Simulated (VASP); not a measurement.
# TiB2 (P6/mmm) in VASP: density of states with PBE

Aim: the density of states of TiB2 with PBE.

Program: VASP 6.6.1. These are calculated values, not measurements. Logs are shortened: lines on timing, memory, paths and dates and some standing lists are left out, and cuts for length are marked.

### Step 1. The structure

Symmetry: P6/mmm, No. 191, hexagonal system. Conventional cell: a = 3.033 Å, b = 3.033 Å, c = 3.226 Å, α = 90.00°, β = 90.00°, γ = 120.00°. Ti (site symmetry 6/mmm) is surrounded by 12 B at 2.38 Å. B (site symmetry -6m2) is surrounded by 3 B at 1.75 Å.

### Step 2. Density of states, PBE

Input file POSCAR:

```
TiB2                                    
1.0
    3.0330107908      0.0000000000      0.0000000000
   -1.5165053954      2.6266643917      0.0000000000
    0.0000000000      0.0000000000      3.2259669153
  Ti              B             
     1     2
Direct
     0.0000000000000000    0.0000000000000000    0.0000000000000000
     0.3333333300000021    0.6666666699999979    0.5000000000000000
     0.6666666699999979    0.3333333300000021    0.5000000000000000
```

Input file INCAR.step1:

```
SYSTEM = TiB2
PREC = Accurate
ENCUT = 520
EDIFF = 1E-7
ISMEAR = 0
SIGMA = 0.1
LREAL = .FALSE.
LASPH = .TRUE.
NELM = 100
ALGO = Normal
ISIF = 2
LWAVE = .FALSE.
LCHARG = .TRUE.
LMAXMIX = 4
GGA = PE
```

Input file KPOINTS.step1:

```
regular mesh
0
G
  15 15 14
  0 0 0
```

Input file INCAR.step2:

```
SYSTEM = TiB2
PREC = Accurate
ENCUT = 520
EDIFF = 1E-7
ISMEAR = -5
SIGMA = 0.1
LREAL = .FALSE.
LASPH = .TRUE.
NELM = 100
ALGO = Normal
ISIF = 2
LWAVE = .FALSE.
LCHARG = .FALSE.
LMAXMIX = 4
GGA = PE
LORBIT = 11
NEDOS = 2001
ICHARG = 11
```

Input file KPOINTS.step2:

```
regular mesh
0
G
  23 23 21
  0 0 0
```

Potentials or basis: VASP PAW PBE potentials, release 64 (Ti, B).

Run with:

```
$ cat potpaw_PBE.64/Ti/POTCAR potpaw_PBE.64/B/POTCAR > POTCAR
$ cp INCAR.step1 INCAR
$ cp KPOINTS.step1 KPOINTS
$ mpirun -np 1 vasp_std > vasp.out
$ cp INCAR.step2 INCAR
$ cp KPOINTS.step2 KPOINTS
$ mpirun -np 1 vasp_std > vasp.out
```

OUTCAR:

```text
SYSTEM = TiB2
   PREC = Accurate
   ENCUT = 520
   EDIFF = 1E-7
   ISMEAR = -5
   LREAL = .FALSE.
   LASPH = .TRUE.
   NELM = 100
   ISIF = 2
   GGA = PE
   LORBIT = 11
   ICHARG = 11

 ion  position               nearest neighbor table
   1  0.000  0.000  0.000-   2 2.38   3 2.38   2 2.38   3 2.38   2 2.38   2 2.38   3 2.38   3 2.38
                             3 2.38   3 2.38   2 2.38   2 2.38
   2  0.333  0.667  0.500-   3 1.75   3 1.75   3 1.75   1 2.38   1 2.38   1 2.38   1 2.38   1 2.38
                             1 2.38
   3  0.667  0.333  0.500-   2 1.75   2 1.75   2 1.75   1 2.38   1 2.38   1 2.38   1 2.38   1 2.38
                             1 2.38

  LATTYP: Found a hexagonal cell.
 ALAT       =     3.0330107908
 C/A-ratio  =     1.0636186739

  Lattice vectors:

 A1 = (   3.0330107908,   0.0000000000,   0.0000000000)
 A2 = (  -1.5165053954,   2.6266643917,   0.0000000000)
 A3 = (   0.0000000000,   0.0000000000,   3.2259669153)

Analysis of symmetry for initial positions (statically):
=====================================================================
 Subroutine PRICEL returns:
 Original cell was already a primitive cell.

 Routine SETGRP: Setting up the symmetry group for a
 hexagonal supercell.

 Subroutine GETGRP returns: Found 24 space group operations
 (whereof 24 operations were pure point group operations)
 out of a pool of 24 trial point group operations.

The static configuration has the point symmetry D_6h.

Analysis of symmetry for dynamics (positions and initial velocities):
=====================================================================
 Subroutine PRICEL returns:
 Original cell was already a primitive cell.

 Routine SETGRP: Setting up the symmetry group for a
 hexagonal supercell.

 Subroutine GETGRP returns: Found 24 space group operations
 (whereof 24 operations were pure point group operations)
 out of a pool of 24 trial point group operations.

The dynamic configuration has the point symmetry D_6h.

 Subroutine INISYM returns: Found 24 space group operations
 (whereof 24 operations are pure point group operations),
 and found     1 'primitive' translations

----------------------------------------------------------------------------------------

                                     Primitive cell

  volume of cell :      25.7003

  direct lattice vectors                    reciprocal lattice vectors
     3.033010791  0.000000000  0.000000000     0.329705388  0.190355495  0.000000000
    -1.516505395  2.626664392  0.000000000     0.000000000  0.380710990  0.000000000
     0.000000000  0.000000000  3.225966915     0.000000000  0.000000000  0.309984580

  length of vectors
     3.033010791  3.033010788  3.225966915     0.380710989  0.380710990  0.309984580

  position of ions in fractional coordinates (direct lattice)
     0.000000000  0.000000000  0.000000000
     0.333333330  0.666666670  0.500000000
     0.666666670  0.333333330  0.500000000

  ion indices of the primitive-cell ions
   primitive index   ion index
                 1           1
                 2           2
                 3           3

----------------------------------------------------------------------------------------

 KPOINTS: regular mesh

Automatic generation of k-mesh.
 Grid dimensions read from file:
 generate k-points for:   23   23   21

 Generating k-lattice:

  Cartesian coordinates                     Fractional coordinates (reciprocal lattice)
     0.014335017  0.008276326  0.000000000     0.043478261  0.000000000  0.000000000
     0.000000000  0.016552652  0.000000000     0.000000000  0.043478261  0.000000000
     0.000000000  0.000000000  0.014761170     0.000000000  0.000000000  0.047619048

  Length of vectors
     0.016552652  0.016552652  0.014761170

  Shift w.r.t. Gamma in fractional coordinates (k-lattice)
     0.000000000  0.000000000  0.000000000

 TETIRR: Found  11086 inequivalent tetrahedra from    66654

 Subroutine IBZKPT returns following result:
 ===========================================

 Found    616 irreducible k-points:

 Following reciprocal coordinates:
            Coordinates               Weight
  0.000000  0.000000  0.000000      1.000000
  0.043478  0.000000  0.000000      6.000000
  0.086957  0.000000  0.000000      6.000000
  0.130435  0.000000  0.000000      6.000000
  0.173913  0.000000  0.000000      6.000000
  0.217391  0.000000  0.000000      6.000000
[... 16 lines left out ...]
  0.478261  0.043478  0.000000      6.000000
  0.086957  0.086957  0.000000      6.000000
 [... further k-points ...]
   k-points           NKPTS =    616   k-points in BZ     NKDIM =    616   number of bands    NBANDS=      9
   number of dos      NEDOS =   2001   number of ions     NIONS =      3
   total plane-waves  NPLWV =  13824
   dimension x,y,z NGX =    24 NGY =   24 NGZ =   24
   dimension x,y,z NGXF=    48 NGYF=   48 NGZF=   48
   ions per type =               1   2
   NGX,Y,Z   is equivalent  to a cutoff of  13.15, 13.15, 12.37 a.u.
   NGXF,Y,Z  is equivalent  to a cutoff of  26.31, 26.31, 24.74 a.u.
 SYSTEM =  TiB2
   PREC   = accura    normal or accurate (medium, high low for compatibility)
   ISTART =      0    job   : 0-new  1-cont  2-samecut
   ICHARG =     11    charge: 1-file 2-atom 10-const
   ISPIN  =      1    spin polarized calculation?
   LNONCOLLINEAR =      F non collinear calculations
   LSORBIT =      F    spin-orbit coupling
   LASPH  =      T    aspherical Exc in radial PAW
   ENCUT  =  520.0 eV  38.22 Ry    6.18 a.u.   5.64  5.64  6.00*2*pi/ulx,y,z
   NELM   =    100;   NELMIN=  2; NELMDL=  0     # of ELM steps
   EDIFF  = 0.1E-06   stopping-criterion for ELM
   LREAL  =      F    real-space projection
   EDIFFG = 0.1E-05   stopping-criterion for IOM
   NSW    =      0    number of steps for IOM
   IBRION =     -1    ionic relax: 0-MD 1-quasi-New 2-CG
   NFREE  =      0    steps in history (QN), initial steepest desc. (CG)
   ISIF   =      2    stress and relaxation
   ISYM   =      2    0-nonsym 1-usesym 2-fastsym
   POTIM  = 0.5000    time-step for ionic-motion
   TEBEG  =    0.0;   TEEND  =   0.0 temperature during run
   PSTRESS=    0.0 pullay stress
   NELECT =      10.0000    total number of electrons
   NUPDOWN=      -1.0000    fix difference up-down
   EMIN   =  10.00;   EMAX   =-10.00  energy-range for DOS
   EFERMI =   0.00;   METHOD = LEGACY
   ISMEAR =    -5;   SIGMA  =   0.10  broadening in eV -4-tet -1-fermi 0-gaus
   EFERMI_NEDOS =   21; number of points for ismear=-14 and -15
   IALGO  =     38    algorithm
   IMIX   =      4    mixing-type and parameters
     AMIX     =   0.40;   BMIX     =  1.00
     AMIX_MAG =   1.60;   BMIX_MAG =  1.00
  volume/ion in A,a.u.               =       8.57        57.81
  Fermi-wavevector in a.u.,A,eV,Ry     =   1.195167  2.258539 19.434898  1.428425
  Thomas-Fermi vector in A             =   2.331139
   LORBIT       =     11    0 simple, 1 ext, 2 COOP (PROOUT), +10 PAW based schemes
   GGA     = PE    functional components
   LHFCALC =     F    Hartree Fock is set to
   AEXX    =    0.0000 exact exchange contribution
   IVDW    =     0    specifies the selected vdW correction
   LEPSILON=     F    determine dielectric tensor
   LRPA    =     F    only Hartree local field effects (RPA)
 non-spin polarized calculation
 Fermi weights with tetrahedron method with Bloechl corrections
  energy-cutoff  :      520.00
  volume of cell :       25.70
 maximum number of plane-waves:       719
 NGX is ok and might be reduce to    24

 number of electron       9.9999999 magnetization

 Free energy of the ion-electron system (eV)
  ---------------------------------------------------
  ext. energy  EPLUGINS =         0.00000000
  ---------------------------------------------------
  free energy    TOTEN  =       -24.30476243 eV

  energy without entropy =      -24.30476243  energy(sigma->0) =      -24.30476243

 E-fermi :   6.4298     XC(G=0): -12.4696

 val. band max:        6.4610270233   @ k =   0.0435   0.0000   0.2381
 cond. band min:       6.3435775311   @ k =   0.1304   0.1304   0.2381
 fundamental gap:     -0.1174494922
 Fermi energy:         6.4298298720

 k-point     1 :       0.0000    0.0000    0.0000
  band No.  band energies     occupation
      1      -7.1066      2.00000
      2       3.7735      2.00000
      3       3.7735      2.00000
      4       4.1184      2.00000
      5       4.2664      2.00000
      6       8.1827      0.00000
      7       8.1827      0.00000
      8       9.9835      0.00000
      9       9.9835      0.00000

 k-point     2 :       0.0435    0.0000    0.0000
  band No.  band energies     occupation
      1      -7.0711      2.00000
      2       3.6675      2.00000
      3       3.7681      2.00000
      4       4.0861      2.00000
      5       4.2845      2.00000
      6       8.1720      0.00000
      7       8.2481      0.00000
      8       9.8181      0.00000
      9       9.8397      0.00000

 k-point     3 :       0.0870    0.0000    0.0000
  band No.  band energies     occupation
      1      -6.9650      2.00000
      2       3.3619      2.00000
      3       3.7503      2.00000
      4       3.9975      2.00000
      5       4.3382      2.00000
      6       8.1410      0.00000
      7       8.4330      0.00000
      8       9.4502      0.00000
      9       9.5401      0.00000
[... 229 lines left out ...]
 k-point    23 :       0.4783    0.0435    0.0000
  band No.  band energies     occupation
      1      -2.9339      2.00000
      2      -2.8671      2.00000
      3       2.8268      2.00000
      4       3.1987      2.00000
      5       4.4086      2.00000
      6       7.4616      0.00000
      7       8.9841      0.00000
      8       9.4727      0.00000
      9      10.0195      0.00000

 k-point    24 :       0.0870    0.0870    0.0000
  band No.  band energies     occupation
      1      -6.6851      2.00000
      2       2.7045      2.00000
      3       3.5454      2.00000
      4       3.8110      2.00000
      5       4.5334      2.00000
      6       8.0230      0.00000
      7       8.8903      0.00000
      8       8.8983      0.00000
      9       9.1111      0.00000

 [... further k-points ...]

------------------------ aborting loop because EDIFF is reached ----------------------------------------

  FORCE on cell =-STRESS in cart. coord.  units (eV):
  Direction    XX          YY          ZZ          XY          YZ          ZX
  --------------------------------------------------------------------------------------
  -------------------------------------------------------------------------------------
  Total        0.0182642      0.0182642     -0.0196725      0.0000000     -0.0000000      0.0000000
  in kB        1.1386026      1.1386026     -1.2263960      0.0000000     -0.0000000      0.0000000
  external PRESSURE =       0.3502697 kB  Pullay stress =       0.0000000 kB

 VOLUME and BASIS-vectors are now :
 -----------------------------------------------------------------------------
  energy-cutoff  :      520.00
  volume of cell :       25.70
      direct lattice vectors                 reciprocal lattice vectors
     3.033010791  0.000000000  0.000000000     0.329705388  0.190355495  0.000000000
    -1.516505395  2.626664392  0.000000000     0.000000000  0.380710990  0.000000000
     0.000000000  0.000000000  3.225966915     0.000000000  0.000000000  0.309984580

 POSITION                                       TOTAL-FORCE (eV/Angst)
 -----------------------------------------------------------------------------------
      0.00000      0.00000      0.00000         0.000000     -0.000000      0.000000
     -0.00000      1.75111      1.61298         0.000000      0.000000     -0.000000
      1.51651      0.87555      1.61298        -0.000000     -0.000000      0.000000
 -----------------------------------------------------------------------------------
    total drift:                                0.000000     -0.000000      0.000000

  FREE ENERGIE OF THE ION-ELECTRON SYSTEM (eV)
  ---------------------------------------------------
  free  energy   TOTEN  =       -24.3047624256 eV

  energy  without entropy=      -24.3047624256  energy(sigma->0) =      -24.30476243

 total charge

# of ion       s       p       d       tot
------------------------------------------
    1        0.455   0.811   2.820   4.086
    2        0.688   1.317   0.000   2.005
    3        0.688   1.317   0.000   2.005
--------------------------------------------------
tot          1.830   3.446   2.820   8.096
```

It took 49 s on 1 thread of Intel Xeon Platinum 8488C (Sapphire Rapids), shared host; peak memory 0.29 GiB.

What came out:

```
Valence electrons inside the program's atomic spheres : Ti 4.09; B 2.00
```

States per cell in windows of 0.5 eV (zero at the Fermi level; states under -8 eV left out):
```tsv
from (eV)	total	Ti1_d	B2_p	B3_p	Ti1_p	Ti1_s	B2_s
-8.0	0.31	0.04	0.04	0.04	0.03	0.01	0.04
-7.5	0.27	0.04	0.04	0.04	0.02	0.02	0.03
-7.0	0.28	0.04	0.04	0.04	0.02	0.03	0.02
-6.5	0.35	0.05	0.06	0.06	0.02	0.04	0.02
-6.0	0.42	0.07	0.08	0.08	0.04	0.04	0.02
-5.5	0.47	0.09	0.09	0.09	0.04	0.03	0.01
-5.0	0.54	0.12	0.11	0.11	0.04	0.03	0.01
-4.5	0.67	0.15	0.14	0.14	0.07	0.03	0.01
-4.0	0.73	0.18	0.14	0.14	0.09	0.02	0.01
-3.5	1.12	0.38	0.19	0.19	0.14	0.01	0.00
-3.0	0.72	0.30	0.12	0.12	0.06	0.00	0.00
-2.5	0.47	0.26	0.05	0.05	0.02	0.00	0.00
-2.0	0.52	0.34	0.04	0.04	0.02	0.00	0.00
-1.5	0.40	0.28	0.03	0.03	0.01	0.00	0.00
-1.0	0.27	0.20	0.02	0.02	0.00	0.00	0.00
-0.5	0.12	0.10	0.01	0.01	0.00	0.00	0.00
0.0	0.29	0.22	0.01	0.01	0.00	0.00	0.00
0.5	0.51	0.40	0.02	0.02	0.00	0.00	0.00
1.0	0.74	0.59	0.03	0.03	0.01	0.00	0.00
1.5	1.01	0.79	0.05	0.05	0.02	0.01	0.01
2.0	1.25	1.04	0.05	0.05	0.02	0.01	0.01
2.5	1.57	1.30	0.07	0.07	0.02	0.01	0.01
3.0	0.87	0.64	0.05	0.05	0.02	0.00	0.02
3.5	0.65	0.43	0.05	0.05	0.03	0.01	0.02
4.0	0.69	0.47	0.04	0.04	0.03	0.02	0.02
4.5	0.28	0.16	0.02	0.02	0.02	0.01	0.01
5.0	0.11	0.06	0.01	0.01	0.01	0.00	0.00
5.5	0.06	0.03	0.01	0.01	0.01	0.00	0.00
6.0	0.03	0.01	0.00	0.00	0.00	0.00	0.00
6.5	0.01	0.00	0.00	0.00	0.00	0.00	0.00
```

Caveat: tetrahedron occupations give inexact forces and stress in metals.
